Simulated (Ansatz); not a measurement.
# TiC (Fm-3m) in Ansatz: convergence with ecutrho ratio

Aim: find how far ecutrho ratio must go before the results for TiC settle, at PBE. This setting moves, with any that are tied to it; all else stays.

Program: Ansatz 0.2.0. These are calculated values, not measurements. Logs are shortened: lines on timing, memory, paths and dates and some standing lists are left out, and cuts for length are marked.

**1. The crystal as given**

It takes space group Fm-3m (No. 225, cubic). Conventional cell: a = 4.331 Å, b = 4.331 Å, c = 4.331 Å, α = 90.00°, β = 90.00°, γ = 90.00°. Ti (site symmetry m-3m) has 6 C at 2.17 Å as nearest neighbours. C (site symmetry m-3m) is surrounded by 6 Ti at 2.17 Å.

The cell is a database's computed one.

**2. With ecutrho ratio 4**

input.yaml

```yaml
crystal:
  lattice:
    - [0.0, 2.1657188437, 2.1657188437]
    - [2.1657188437, 0.0, 2.1657188437]
    - [2.1657188437, 2.1657188437, 0.0]
  atoms:
    - { symbol: Ti, position: [0.0, 0.0, 0.0] }
    - { symbol: C, position: [0.5, 0.5, 0.5] }
hamiltonian:
  xc: pbe
  pseudopotentials: { kind: nc, accuracy: standard }
kpoints:
  mp_grid: { grid: [9, 9, 9] }
scf:
  occupations: { method: fermi_dirac, width: 0.05 }
output:
  forces: true
  stress: true
  eigenvalues: true
basis:
  ecutrho_ratio: 4
```

Potentials or basis: PseudoDojo standard (PBE files).

The run is started by

```
> ansatz run input.yaml --threads 2 --pin off --max-ram 5632MiB --backend cpu --events-out ev --progress --plain --runs-dir out
```

It took 0.65 s on 2 threads of Intel Xeon 6975P-C (Granite Rapids), shared host; peak memory 0.33 GiB.

Results:

```
Free energy            : -1780.7372 eV
Pressure               : 0.4 GPa
Band gap on the k mesh : none (metal or under the smearing width)
```

**3. With ecutrho ratio 5**

input.yaml, as its differences from that of step 2:

```diff
@@ -20,2 +20,2 @@
 basis:
-  ecutrho_ratio: 4
+  ecutrho_ratio: 5
```

Potentials or basis: PseudoDojo standard (PBE files).

The run is started by

```
> ansatz run input.yaml --threads 2 --pin off --max-ram 5632MiB --backend cpu --events-out ev --progress --plain --runs-dir out
```

Wall time 0.73 s (2 threads of Intel Xeon 6975P-C (Granite Rapids), shared host); peak memory 0.34 GiB.

What came out:

```yaml
Free_energy: -1780.7372 eV
Pressure: 0.4 GPa
Band_gap_on_the_k_mesh: none (metal or under the smearing width)
```

**4. With ecutrho ratio 6**

input.yaml, as its differences from that of step 3:

```diff
@@ -20,2 +20,2 @@
 basis:
-  ecutrho_ratio: 5
+  ecutrho_ratio: 6
```

The run is started by

```
> ansatz run input.yaml --threads 2 --pin off --max-ram 5632MiB --backend cpu --events-out ev --progress --plain --runs-dir out
```

Wall time 0.69 s (2 threads of Intel Xeon 6975P-C (Granite Rapids), shared host); peak memory 0.36 GiB.

Results:

```
Free energy            : -1780.7372 eV
Pressure               : 0.4 GPa
Band gap on the k mesh : none (metal or under the smearing width)
```

**5. With ecutrho ratio 8**

input.yaml, as its differences from that of step 4:

```diff
@@ -20,2 +20,2 @@
 basis:
-  ecutrho_ratio: 6
+  ecutrho_ratio: 8
```

The run is started by

```
> ansatz run input.yaml --threads 2 --pin off --max-ram 5632MiB --backend cpu --events-out ev --progress --plain --runs-dir out
```

Wall time 0.75 s (2 threads of Intel Xeon 6975P-C (Granite Rapids), shared host); peak memory 0.38 GiB.

It converged, with:

| Property | Result |
| --- | --- |
| Free energy | -1780.7372 eV |
| Pressure | 0.4 GPa |
| Band gap on the k mesh | none (metal or under the smearing width) |

**6. With ecutrho ratio 10**

input.yaml, as its differences from that of step 5:

```diff
@@ -20,2 +20,2 @@
 basis:
-  ecutrho_ratio: 8
+  ecutrho_ratio: 10
```

Potentials or basis: PseudoDojo standard (PBE files).

The run is started by

```
> ansatz run input.yaml --threads 2 --pin off --max-ram 5632MiB --backend cpu --events-out ev --progress --plain --runs-dir out
```

Wall time 0.76 s (2 threads of Intel Xeon 6975P-C (Granite Rapids), shared host); peak memory 0.42 GiB.

Results (log left out):

| Item | Value |
| --- | --- |
| Free energy | -1780.7372 eV |
| Pressure | 0.4 GPa |
| Band gap on the k mesh | none (metal or under the smearing width) |

**7. With ecutrho ratio 12**

input.yaml, as its differences from that of step 6:

```diff
@@ -20,2 +20,2 @@
 basis:
-  ecutrho_ratio: 10
+  ecutrho_ratio: 12
```

Potentials or basis: PseudoDojo standard (PBE files).

The run is started by

```
> ansatz run input.yaml --threads 2 --pin off --max-ram 5632MiB --backend cpu --events-out ev --progress --plain --runs-dir out
```

Standard output:

```text
Warning: RAYON_NUM_THREADS=2 ignored (pool sized by the plan → 2); use --threads N
Engine: ansatz 0.2.0, x86_64-unknown-linux-gnu
Pseudopotentials: kind: nc
Pseudopotential: Ti, nc, valence charge 12, recommended cutoff 1142.878222 eV (normal), Ti.nc.azcp (PseudoDojo's, or run here from an input of PseudoDojo's; its table is named by hamiltonian.pseudopotentials.accuracy)
Pseudopotential: C, nc, valence charge 4, recommended cutoff 1115.666836 eV (normal), C.nc.azcp (PseudoDojo's, or run here from an input of PseudoDojo's; its table is named by hamiltonian.pseudopotentials.accuracy)
Functional definition: PBE
  parameter kappa = 0.804
  parameter beta = 0.06672455060314922
  exchange = pbe_x(kappa = kappa, mu = beta*pi^2/3)
  correlation = pbe_c(beta = beta)
Crystal: 2 atoms, lattice volume = 20.316 Å³
Basis set: ecut = 1142.878222 eV, 1807 PW (Γ), exchange–correlation on 120×120×120 points (8 copies of the dense FFT grid, shifted against one another)
Bands: 12, of which v1, the nominal top of the filled ones, is band 8 counted from 1 (7 counted from 0)
Symmetry: 48 space group operations
Space group: Fm-3m (ITA 225), of the structure as read, at distance tolerance 2.7e-5 Å
k-points: 35 of 729
Non-local potential: Ti, projectors of the file, l = 0: 2, l = 1: 2, l = 2: 2
Non-local potential: C, projectors of the file, l = 0: 2, l = 1: 2
Initial density: superposition of atomic densities (chi_scale 0.1, normalization cell, long waves kept (reshape's long-wave potential 0.00 eV rms))
Initial wavefunctions: pseudopotential atomic-orbital guess
Functional: x = pbe(κ = 0.804, μ = 0.2195149727645171), c = pbe(β = 0.06672455060314922)
SCF iter   1: F=—  HF=-1781.786726 eV  |F-HF|=—  |Δ(HF+E_count)|=         —  Δρ=1.42e-1  dr2=5.29e0  ethr=3.10e-3  ⟨swp⟩=5.7  Hψ=2314  notcnv=0
preconditioner: auto → none  [insulator: Δε(μ)=0.219 eV  Ē_g=9.031 eV  σ=0.050 eV  W_gap=0.68  n_scr=8 (ndim 8)  ℏωp=23.3 eV  f_vac=0.000  D(μ)=0.16/eV (n_scr^D=0)  ε∞_Penn≈7.7]
SCF iter   2: F=—  HF=-1782.292746 eV  |F-HF|=—  |Δ(HF+E_count)|=   5.06e-1  Δρ=1.91e-1  dr2=8.61e0  ethr=3.10e-3  ⟨swp⟩=4.4  Hψ=1323  notcnv=0
SCF iter   3: F=—  HF=-1780.766134 eV  |F-HF|=—  |Δ(HF+E_count)|=    1.53e0  Δρ=3.86e-2  dr2=2.13e-1  ethr=3.10e-3  ⟨swp⟩=3.4  Hψ=1119  notcnv=0
SCF iter   4: F=—  HF=-1780.736271 eV  |F-HF|=—  |Δ(HF+E_count)|=   2.99e-2  Δρ=1.21e-2  dr2=9.35e-3  ethr=1.33e-3  ⟨swp⟩=2.0  Hψ=698  notcnv=0
SCF iter   5: F=—  HF=-1780.737952 eV  |F-HF|=—  |Δ(HF+E_count)|=   1.68e-3  Δρ=3.80e-3  dr2=3.04e-3  ethr=5.84e-5  ⟨swp⟩=2.1  Hψ=631  notcnv=0
SCF iter   6: F=—  HF=-1780.737299 eV  |F-HF|=—  |Δ(HF+E_count)|=   6.53e-4  Δρ=1.72e-3  dr2=5.60e-4  ethr=1.90e-5  ⟨swp⟩=1.5  Hψ=447  notcnv=0
SCF iter   7: F=—  HF=-1780.737151 eV  |F-HF|=—  |Δ(HF+E_count)|=   1.48e-4  Δρ=1.38e-4  dr2=1.92e-6  ethr=3.50e-6  ⟨swp⟩=2.9  Hψ=732  notcnv=0
SCF iter   8: F=—  HF=-1780.737152 eV  |F-HF|=—  |Δ(HF+E_count)|=   4.78e-7  Δρ=3.74e-5  dr2=2.96e-7  ethr=1.20e-8  ⟨swp⟩=2.1  Hψ=684  notcnv=0
SCF iter   9: F=-1780.737151 eV  HF=-1780.737151 eV  |F-HF|=1.09e-8  |Δ(HF+E_count)|=   4.89e-8  Δρ=7.59e-6  dr2=1.30e-8  ethr=6.25e-10  ⟨swp⟩=6.3  Hψ=2009  notcnv=0
SCF 1 converged in 9 iterations: F = -1780.737151 eV  dr2 = 1.30e-8
SCF converged after 9 iterations
Free energy (F): -1780.737151 eV
Harris-Foulkes:  -1780.737151 eV  (|F-HF|=1.09e-8)
Internal energy: -1780.734726 eV  (E = F + TS)
E sigma→0 (E₀):  -1780.735939 eV
Entropy (-TS):   -0.002425 eV (-1.213 meV/atom)
Fermi energy:    14.717170 eV
--- Per-component energies (eV) ---
  E_band       = -110.499203
  E_kinetic    = 742.647508
  E_local      = -1159.097479  (includes V_loc(G=0)·N_el)
  E_nonlocal   = 14.617706
  E_hartree    = 310.471483
  E_xc         = -296.110012
  E_vxc        = -329.607901  (∫ρ·V_xc dr)
  E_ewald      = -1393.263931
  E_smearing   = -0.002425  (= −TS)
  E_closure    = -0.000000  (closes the sum)
  Σ components = -1780.737151   (vs F -1780.737151, Δ=0.00e0)
--- Forces (eV/Å), atoms counted from 1 ---
  atom   1  Ti    -0.00000000     0.00000000    -0.00000000
  atom   2  C      0.00000000    -0.00000000    -0.00000000
  max |Σ_I F_I| component: 8.87e-30 eV/Å
--- Stress (GPa, compression-positive) ---
        0.380166       0.000000      -0.000000
        0.000000       0.380166      -0.000000
       -0.000000       0.000000       0.380166
  P = ⅓ Tr σ = 0.3802 GPa (3.802 kbar)
--- Band table (eV; the first three rows and the last of 35) ---
  k-point 0: bands = ["-41.8320", "-17.8735", "-17.8735", "-17.8735", "2.3289", "15.4353", "15.4353", "15.4353", "16.4081", "16.4081", "16.4081", "16.4732"]
  k-point 1: bands = ["-41.8235", "-17.9338", "-17.8791", "-17.8791", "2.6060", "14.3183", "14.6327", "14.6327", "15.8093", "15.8093", "16.9158", "18.2759"]
  k-point 2: bands = ["-41.8019", "-18.0840", "-17.8934", "-17.8934", "3.3830", "12.4753", "13.3133", "13.3133", "16.3375", "16.3375", "17.4357", "20.1508"]
  k-point 34: bands = ["-41.7362", "-18.2094", "-18.1474", "-18.0336", "5.2103", "11.1778", "11.7165", "12.2437", "17.1797", "17.7286", "18.3653", "19.7086"]
```

It took 0.85 s on 2 threads of Intel Xeon 6975P-C (Granite Rapids), shared host; peak memory 0.47 GiB.

What came out:

```
Free energy            : -1780.7372 eV
Pressure               : 0.4 GPa
Band gap on the k mesh : none (metal or under the smearing width)
```

**8. The series at a glance**

```
ecutrho ratio  energy less the tightest run, at zero smearing (meV/atom)  SCF cycles  CPU time (s)  peak memory (GiB)
            4                                                       0.00           9           1.2               0.33
            5                                                       0.00           9           1.3               0.34
            6                                                       0.00           9           1.3               0.36
            8                                                       0.00           9           1.4               0.38
           10                                                       0.00           9           1.4               0.42
           12                                                       0.00           9           1.6               0.47
```

Against the tightest run, the energy stays within 1 meV/atom from 4 on. The tightest run that finished is the yardstick and may itself not be fully converged.
